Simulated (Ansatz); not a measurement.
The system is WC (Qusongite).

```
CELL_PARAMETERS angstrom
2.90650 0.00000 0.00000
-1.45325 2.51710 0.00000
0.00000 0.00000 2.83660
ATOMIC_POSITIONS crystal
W 0.00000 0.00000 0.00000
C 0.66667 0.33333 0.50000
```

```yaml
Program: Ansatz 0.2.0
Task: relaxation of cell and atoms
Functional: B3LYP
Potentials_or_basis: Ansatz PAW
Cutoff: "420 eV (not typed: the program's choice for these potentials)"
k_mesh: 5 × 5 × 5
Occupations: fermi-dirac, width 0.05 eV
Spin: no spin polarisation
```

At the start: volume 10.38 Å³/atom.

Question: How do energy, volume and symmetry change on relaxing?

Answer: It ends after 7 steps and the volume is 10.61 Å³/atom (+2.2 %); space group P-6m2 (No. 187, to 0.05 Å).

The path:
| step | energy change (eV) | largest force (eV/Å) | volume (Å³) |
| --- | --- | --- | --- |
| 1 | 0.0000 | 0.0000 | 20.75 |
| 2 | -0.0131 | 0.0000 | 21.22 |
| 3 | -0.0132 | 0.0000 | 21.21 |
| 4 | -0.0132 | 0.0000 | 21.21 |
| 5 | -0.0142 | 0.0000 | 21.21 |
| 6 | -0.0142 | 0.0000 | 21.21 |
| 7 | -0.0142 | 0.0000 | 21.21 |

Final structure:
```
W C
1.0
     2.93597    0.00000    0.00000
    -1.46799    2.54262    0.00000
     0.00000    0.00000    2.84185
W C
1 1
Direct
  0.00000 0.00000 0.00000
  0.66667 0.33333 0.50000
```

Caveat: the k mesh is coarse (spacing up to 0.50 Å⁻¹), so the values aren't converged, least of all with exact exchange; the plane-wave basis is chosen anew once the cell has moved, so the energies of steps on either side of that aren't comparable; the pressure holds a Pulay correction of +0.3 GPa for the finite cutoff; the PAW data sets come from PBE, with cores solved anew for the run's functional, which leaves a small shift of forces and pressure.
